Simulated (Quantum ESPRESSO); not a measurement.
Runs of Quantum ESPRESSO 7.5 on AlN. Symmetry: F-43m, No. 216, cubic system. Conventional cell: a = 4.368 Å, b = 4.368 Å, c = 4.368 Å, α = 90.00°, β = 90.00°, γ = 90.00°. Al (site symmetry -43m) has 4 N at 1.89 Å as nearest neighbours. Around N (site symmetry -43m) lie 4 Al at 1.89 Å. Measurements of this composition are mostly on another form, of space group No. 186.

| level | potentials or basis | cell | k mesh | k mesh of the self-consistent run | mesh quality | gap on the mesh (eV) |
| --- | --- | --- | --- | --- | --- | --- |
| PBE | PseudoDojo 0.4.1 SR PBE standard | as given | 12 × 12 × 12 | 12 × 12 × 12 | not flagged | 3.32 |
| PBEsol | PseudoDojo 0.4.1 SR PBEsol standard | volume scaled by 0.88 | 6 × 6 × 6 | 10 × 10 × 10 | coarse | 3.24 |
| PBEsol | PseudoDojo 0.4.1 SR PBEsol standard | volume scaled by 1.08 | 6 × 6 × 6 | 10 × 10 × 10 | not flagged | 3.15 |
| PBEsol | PseudoDojo 0.4.1 SR PBEsol standard | volume scaled by 1.04 | 6 × 6 × 6 | 10 × 10 × 10 | not flagged | (b) |
| PBEsol | PseudoDojo 0.4.1 SR PBEsol standard | volume scaled by 0.92 | 6 × 6 × 6 | 10 × 10 × 10 | coarse | (a) |
| PBEsol | PseudoDojo 0.4.1 SR PBEsol standard | as given | 6 × 6 × 6 | 10 × 10 × 10 | not flagged | 3.19 |
| PBEsol | PseudoDojo 0.4.1 SR PBEsol standard | as given | 4 × 4 × 4 | 10 × 10 × 10 | coarse | 3.19 |
| PBEsol | PseudoDojo 0.4.1 SR PBEsol standard | volume scaled by 0.96 | 6 × 6 × 6 | 10 × 10 × 10 | coarse | 3.21 |

Alike in all rows: task single point; no spin polarisation; cutoff (eV) 1143; smearing fixed.

Task: Fill in the values left out.

Result: (a) 3.22; (b) 3.17.

Caveats: some runs use coarse meshes.

A k mesh can miss the band edges.
